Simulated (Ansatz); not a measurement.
Runs of Ansatz 0.2.0 on Co. It takes space group P6_3/mmc (No. 194, hexagonal). The conventional cell has a = 2.471 Å, b = 2.471 Å, c = 8.088 Å, α = 90.00°, β = 90.00°, γ = 120.00°. Co (site symmetry -6m2) is surrounded by 12 Co at 2.47 Å. Co (site symmetry -3m) is surrounded by 12 Co at 2.47 Å. 

```tsv
task	level	potentials or basis	k mesh	points for each segment of the path	mesh quality	gap on the mesh (eV)	pressure (GPa)	moment (μB)	V0 of scaled cells (Å³/atom)	B0 (GPa)
band structure	RPBE	Ansatz PAW	12 × 12 × 4	14	not flagged	none	(a)	6.66	-	-
single point	PBE	Ansatz PAW	5 × 5 × 2	-	coarse	none	(c)	6.95	-	-
band structure	BLYP	Ansatz PAW	12 × 12 × 4	14	not flagged	none	13.9	(b)	-	-
equation of state	PBE	Ansatz PAW polarizable	12 × 12 × 4	-	not flagged	-	-	-	10.92	210
equation of state	BPBE	Ansatz PAW	12 × 12 × 4	-	not flagged	-	-	-	10.90	210
```

Alike in all rows: spin collinear, ferromagnetic start; cell as given; cutoff (eV) 420; smearing fermi-dirac 0.05 eV.

Task: Fill in the values left out.

Result: (a) 10.7; (b) 6.45; (c) 6.4.

Caveats: some runs use coarse meshes; the PAW data sets come from PBE, with cores solved anew for the run's functional, which leaves a small shift of forces and pressure (some runs); the cell was scaled at fixed shape and fractional positions, which overstates the stiffness of a crystal with free parameters, most of all of layers and chains (some runs); the potentials were made for another functional, which shifts forces and pressure (some runs).

A gap of «none» marks a metal or a gap under the smearing width.
